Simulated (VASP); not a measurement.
Here is a VASP 6.6.1 calculation.

File INCAR:

```
SYSTEM = BaO
PREC = Accurate
ENCUT = 600
EDIFF = 1E-8
ISMEAR = 0
SIGMA = 0.02
LREAL = .False.
LASPH = .True.
NELM = 80
ALGO = Fast
ISIF = 2
LWAVE = .False.
LCHARG = .False.
GGA = PE
LEPSILON = .True.
IBRION = 8
NSW = 1
```

File KPOINTS:

```
regular mesh
0
Gamma
  8 8 8
  0 0 0
```

Contents of POSCAR:

```
BaO
1.0
    0.0000000000      2.8064300000      2.8064300000
    2.8064300000      0.0000000000      2.8064300000
    2.8064300000      2.8064300000      0.0000000000
Ba O
1 1
Direct
    0.0000000000      0.0000000000      0.0000000000
    0.5000000000      0.5000000000      0.5000000000
```

Potentials or basis: VASP PAW PBE potentials, release 64 (Ba_sv, O).

The run is started by

```bash
$ cat potpaw_PBE.64/Ba_sv/POTCAR potpaw_PBE.64/O/POTCAR > POTCAR
$ mpirun -np 1 vasp_std > vasp.out
```

**Question.** Predict the electronic dielectric tensor (diagonal).

**Answer.** 4.26.

**Question.** What does it give for the Born charges (mean of the diagonal)?

**Answer.** Ba +2.73; O -2.73 e.

**Question.** What does it give for the band gap on the k mesh?

**Answer.** 2.10 eV, direct.

**Question.** What does it give for the highest phonon frequency at Γ, LO-TO splitting left out?

**Answer.** 95 cm⁻¹.

Electronic dielectric tensor:
```
4.26 0.00 0.00
0.00 4.26 0.00
0.00 0.00 4.26
```

Caveat: spin-orbit coupling is left out, which moves the levels of the heavy elements. A k mesh can miss the band edges.
